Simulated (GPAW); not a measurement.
A run of GPAW 26.7.0 is set up as follows.

The input run.py:

```python
from ase import Atoms
from ase.dft.bandgap import bandgap
from ase.io import write
from ase.units import GPa
from gpaw import GPAW, PW

atoms = Atoms(['Ti', 'Ti', 'O', 'O', 'O', 'O'],
              cell=[[-1.8921, 1.8921, 4.7573],
                    [1.8921, -1.8921, 4.7573],
                    [1.8921, 1.8921, -4.7573]],
              scaled_positions=[[0.75, 0.25, 0.5],
                                [0.0, 0.0, 0.0],
                                [0.7919, 0.7919, 0.0],
                                [0.5419, 0.0419, 0.5],
                                [0.9581, 0.4581, 0.5],
                                [0.2081, 0.2081, 0.0]],
              pbc=True)

calc = GPAW(mode=PW(600),
            xc='LDA',
            kpts={'size': (8, 8, 8), 'gamma': True},
            occupations={'name': 'fermi-dirac', 'width': 0.01},
            setups={'Ti': ':d,5.3'},
            nbands=43,
            convergence={'density': 1e-05, 'energy': 1e-05},
            maxiter=150,
            txt='gpaw.txt')
atoms.calc = calc
energy = atoms.get_potential_energy()
forces = atoms.get_forces()
stress = atoms.get_stress()
calc.write('gs.gpw')
write('result.traj', atoms)
print(f'Energy: {energy:.6f} eV')
print('Forces (eV/A):')
print(forces.round(4))
print('Stress (GPa):', (stress / GPa).round(3))
print('Fermi level:', round(calc.get_fermi_level(), 4), 'eV')
print(f'Gap: {bandgap(calc)[0]:.4f} eV, direct: {bandgap(calc, direct=True)[0]:.4f} eV')
```

Potentials or basis: the program's PAW data sets (release 1.2.1) made for this functional, pw.

Launch:

```console
$ OMP_NUM_THREADS=1 python run.py
```

(1) What does it give for the pressure?

(2) What does it give for the band gap on the k mesh?

## Answers

(1) -5.2 GPa.

(2) 2.96 eV, indirect (least direct gap 3.32 eV).

Caveat: the cutoff is short for stress and forces, so pressures can be off by a GPa or more.
